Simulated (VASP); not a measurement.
A run of VASP 6.6.1 is set up as follows.

The input INCAR:

```
SYSTEM = KI
  PREC = Accurate
  ENCUT = 520
  EDIFF = 1E-6
  ISMEAR = 0
  SIGMA = 0.02
  LREAL = .False.
  LASPH = .True.
  NELM = 100
  ALGO = Normal
  ISIF = 2
  LWAVE = .False.
  LCHARG = .False.
  NBANDS = 15
```

Contents of KPOINTS:

```
regular mesh
0
Gamma
  6 6 6
  0 0 0
```

Contents of POSCAR:

```
KI
1.0
    0.0000000000      3.4109309835      3.4109309835
    3.4109309835      0.0000000000      3.4109309835
    3.4109309835      3.4109309835      0.0000000000
K I
1 1
Direct
    0.0000000000      0.0000000000      0.0000000000
    0.5000000000      0.5000000000      0.5000000000
```

Potentials or basis: VASP PAW LDA potentials, release 64 (K_sv, I).

Launch:

```console
$ cat potpaw_LDA.64/K_sv/POTCAR potpaw_LDA.64/I/POTCAR > POTCAR
$ mpirun -np 1 vasp_std > vasp.out
```

Q: Predict the band gap on the k mesh.

A: 3.87 eV, direct.

Q: Estimate the pressure.

A: 0.0 GPa.

Caveat: spin-orbit coupling is left out, which moves the levels of the heavy elements.

**The experiment to reproduce.**

From a printed reference work, monograph, for a bulk crystal of KI: band gap 6.32 eV.

Measured gap of KI: 6.32 eV (a printed reference work, monograph). This calculation gives 3.87 eV (-2.45 eV). Spin-orbit coupling on I is left out. The value is that of LDA, without temperature or zero-point motion. Semilocal functionals fall short of measured gaps as a rule.
